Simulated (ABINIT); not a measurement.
An input for ABINIT 10.8.3 (RbBr (Fm-3m)):

```
acell 3*1.0 Angstrom
rprim 
  0.000000000000 3.427000000000 3.427000000000
  3.427000000000 0.000000000000 3.427000000000
  3.427000000000 3.427000000000 -0.000000000000
ntypat 2
znucl 37 35
natom 2
typat 1 2
xred 
  0.000000000000 0.000000000000 0.000000000000
  0.500000000000 0.500000000000 0.500000000000
pp_dirpath "pseudos"
pseudos "Rb.upf, Br.upf"
ecut 24
ngkpt 4 4 4
nshiftk 1
shiftk 0 0 0
kptopt 1
chksymbreak 0
istwfk *1
occopt 1
irdwfk 1
optdriver 3
nband 41
ecuteps 3.9
inclvkb 2
awtr 1
symchi 1
indata_prefix "in"
outdata_prefix "out"
tmpdata_prefix "tmp"
```

The database entry behind the starting cell differs from later determinations by our own check (about 0.5 % short), so it need not match the best structure at ambient conditions.

```sh
OMP_NUM_THREADS=1 mpirun -n 4 abinit run.abi > log
```

Estimate wall time and host memory on 4 MPI ranks of Arm Neoverse N1, shared host.

It took 18 s; on shared hardware allow 8.9 s to 36 s. Peak host memory was 0.58 GiB.

[Paths, hosts, dates, memory and timing lines, banners, echoed tables and standing remarks are left out of the program output.]

[Logs are printed without paths, hosts, clocks, repeated set-up lines and the standing remarks that a program may print on its own settings, such as how far it seeks lower states.]

[Runs of the session that timed out or met a known fault of the program may be left out.]

[Hosts, paths, dates, database ids (printed as entryN), source tags and the programs' standing remarks are cut or masked in the printed files.]

[G0W0 gaps are taken among the corrected bands and points alone; a level outside them can change the order at an edge.]

[Where Ansatz stands beside ABINIT at settings called matched, ABINIT's density can come from a denser mesh and the files from another edition; pairs whose starting gaps differed by over 0.03 eV were left out, so agreement reads better than it is.]
